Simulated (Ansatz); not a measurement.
**Squeezing B (bcc type)**

```yaml
crystal:
  lattice:
    - [-1.15419, 1.15419, 1.15419]
    - [1.15419, -1.15419, 1.15419]
    - [1.15419, 1.15419, -1.15419]
  atoms:
    - { symbol: B, position: [0.00000, 0.00000, 0.00000] }
```

The cell comes from a relaxation on PAW files under the same functional, begun from a prototype that needn't be the stable phase.

Its volume is scaled at fixed shape and fractional positions.

Level of theory: DFT with PBE, scalar-relativistic, in Ansatz 0.2.0; a Γ-centred 22×22×22 k mesh, Fermi–Dirac smearing of 0.1 eV, no spin polarisation. LAPW: all electrons, basis error target 1 meV/atom; PAW: frozen-core files, cutoff 420 eV; crystal datasets: all electrons, by PAW datasets that the program makes for each cell; norm-conserving: pseudopotentials, cutoff 1116 eV; PAW (cutoff 300 eV): frozen-core files, cutoff 300 eV.

Energies are extrapolated to zero smearing and count from the unscaled cell; pressure is positive in compression; gaps take the mesh and a band path. No temperature or zero-point motion is included.

```tsv
V/V0	V (Å³/atom)	P LAPW (GPa)	ΔE LAPW (eV/atom)	P PAW − LAPW (GPa)	ΔE PAW − LAPW (meV/atom)
1.00	6.15	-0.09	0.000	0.09	0.0
0.88	5.41	38.0	0.078	0.07	0.3
0.78	4.80	92.7	0.320	0.04	0.5
0.68	4.18	184.2	0.836	0.01	0.6
0.58	3.57	344.2	?	0.24	1.0
0.50	3.08	566.6	3.188	0.06	1.6
0.43	2.64	893.7	5.112	-0.10	1.5
```

(1) Fill in "ΔE LAPW (eV/atom)" for the row "0.58".

(2) Fit the Vinet equation to the LAPW pressures over the whole range, with residuals weighted by 1/(|P| + 0.03·Pmax).

(3) From the table, what is the rise of the enthalpy H = E + pV up to the last row, and how stiff is the crystal between the last two rows?

(4) At the smallest volume, how far do crystal datasets and norm-conserving and PAW (cutoff 300 eV) lie from LAPW in pressure?

(5) How do the Löwdin populations by LAPW change from the unscaled cell to the last row?

Answers

(1) 1.821.

(2) V0 = 6.15 Å³/atom, B0 = 231 GPa and B0′ = 3.97, and the fit misses no point by more than 5.3 GPa. A fit over so wide a range pins B0 less well than one near rest.

(3) ΔH = 5.112 eV + (893.7 GPa × 2.64 Å³ + 0.09 GPa × 6.15 Å³) × 0.006242 eV/(GPa·Å³) = 19.87 eV/atom, of which pV makes 74 %. The mean bulk modulus there is −ΔP/Δln V = 2170 GPa.

(4) crystal datasets: 0.00 GPa; norm-conserving: -3.07 GPa; PAW (cutoff 300 eV): +0.64 GPa, on a LAPW pressure of 893.7 GPa.

(5) B 2s 0.80 → 0.51, B 2p 2.19 → 2.50 electrons an atom. These are projections on the shells that the free atoms fill; 0.02 e a cell lies outside them at the start and 0.02 e at the end.
